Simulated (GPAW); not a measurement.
# Magnetic state of Ni3 Cu6 Ni3 111 from several starts

A self-consistent run ends on one state, which hangs on the start. Several orders of Ni3 Cu6 Ni3 111 are started in GPAW and their energies compared.

Main program and level: GPAW 26.7.0; PBE; plane waves with GPAW's PAW setups, scalar-relativistic.

## 1. The structure

The cell holds 12 atoms: 6 Ni and 6 Cu. Cell: a = 2.556 Å, b = 2.556 Å, c = 34.143 Å, α = 90.0°, β = 90.0°, γ = 120.0°. ideal sites on the substrate's mesh, layer spacings from atomic volumes, unrelaxed, 12 A of vacuum. Vacuum lies along c.

## 2. Order 1, typed as ferro ++++++

Parallel moments need no larger cell; this start tests for a ferromagnetic state only.

order1.py

```python
import json
import numpy as np
from ase import Atoms
from ase.parallel import paropen, parprint
from gpaw import GPAW

atoms = Atoms(['Ni', 'Ni', 'Ni', 'Cu', 'Cu', 'Cu', 'Cu', 'Cu', 'Cu', 'Ni', 'Ni', 'Ni'],
    cell=[[2.556191, 0.0, 0.0],
         [-1.278096, 2.213726, 0.0],
         [0.0, 0.0, 34.142866]],
    scaled_positions=[[0.0, 0.0, 0.175732],
         [0.333333, 0.666667, 0.232149],
         [0.666667, 0.333333, 0.288566],
         [0.0, 0.0, 0.347312],
         [0.333333, 0.666667, 0.408387],
         [0.666667, 0.333333, 0.469462],
         [0.0, 0.0, 0.530538],
         [0.333333, 0.666667, 0.591613],
         [0.666667, 0.333333, 0.652688],
         [0.0, 0.0, 0.711434],
         [0.333333, 0.666667, 0.767851],
         [0.666667, 0.333333, 0.824268]],
    pbc=True,
    magmoms=[0.8, 0.8, 0.8, 0.0, 0.0, 0.0, 0.0, 0.0, 0.0, 0.8, 0.8, 0.8])
atoms.calc = GPAW(mode={'name': 'pw', 'ecut': 450},
    xc='PBE',
    kpts={'size': (20, 20, 1), 'gamma': True},
    occupations={'name': 'fermi-dirac', 'width': 0.05},
    convergence={'density': 1e-05, 'energy': 1e-05},
    maxiter=200,
    mixer={'name': 'pulay', 'beta': 0.03, 'nmaxold': 8, 'weight': 100},
    symmetry={'tolerance': 1e-4},
    txt='order1.txt')
e = atoms.get_potential_energy(force_consistent=True)
res = {'free_energy': e, 'energy_sigma0': atoms.get_potential_energy(), 'fermi_energy': atoms.calc.get_fermi_level()}
res['moments'] = atoms.get_magnetic_moments().tolist()
res['total'] = atoms.get_magnetic_moment()
parprint('site moments (muB):', np.round(res['moments'], 3))
parprint(f"total moment: {res['total']:.3f} muB")
parprint(f'free energy: {e:.6f} eV')
atoms.calc.write('order1.gpw')
with paropen('results.json', 'w') as f:
    json.dump(res, f)
```

Launch:

```sh
OMP_NUM_THREADS=1 mpirun -n 4 gpaw python order1.py > order1.log
```

The next run changes these lines of the input before it:

```diff
@@ -23,3 +23,3 @@
     pbc=True,
-    magmoms=[0.8, 0.8, 0.8, 0.0, 0.0, 0.0, 0.0, 0.0, 0.0, 0.8, 0.8, 0.8])
+    magmoms=[0.8, 0.8, 0.8, 0.0, 0.0, 0.0, 0.0, 0.0, 0.0, -0.8, -0.8, -0.8])
 atoms.calc = GPAW(mode={'name': 'pw', 'ecut': 450},
@@ -32,3 +32,3 @@
     symmetry={'tolerance': 1e-4},
-    txt='order1.txt')
+    txt='order2.txt')
 e = atoms.get_potential_energy(force_consistent=True)
@@ -40,3 +40,3 @@
 parprint(f'free energy: {e:.6f} eV')
-atoms.calc.write('order1.gpw')
+atoms.calc.write('order2.gpw')
 with paropen('results.json', 'w') as f:
```

**Question.** What will these runs give for the largest site moment?

The site moments add up to 3.96 μB, near the cell's 3.72 μB; the space between the atoms is polarised against them. Symmetry leaves 6 kinds of site among the 12 atoms, and equivalent atoms carry values of equal size. The lowest state found is ferromagnetic, reached from the start ferro ++++++, with moments up to 0.756 μB.

```
lowest state found  : ferromagnetic (started as ferro ++++++)
largest site moment : 0.756 μB
next state          : antiferromagnetic, 0.397 meV a seeded atom higher
```

The two lowest states lie so close that the mesh, the functional or spin–orbit coupling could swap them. This is the lowest of 2 finished starts, no proof of the ground state.

[Logs and program files are shortened in this print: banners, set-up blocks, solver, clock and traceback lines can be left out without a mark of their own.]

[Logs are printed without paths, hosts, clocks, repeated set-up lines and the standing remarks that a program may print on its own settings, such as how far it seeks lower states.]

[Hosts, paths, dates, database ids (printed as entryN), source tags and the programs' standing remarks are cut or masked in the printed files.]

[Where a cell is said to come from a database of computed structures, the database is the Materials Project.]
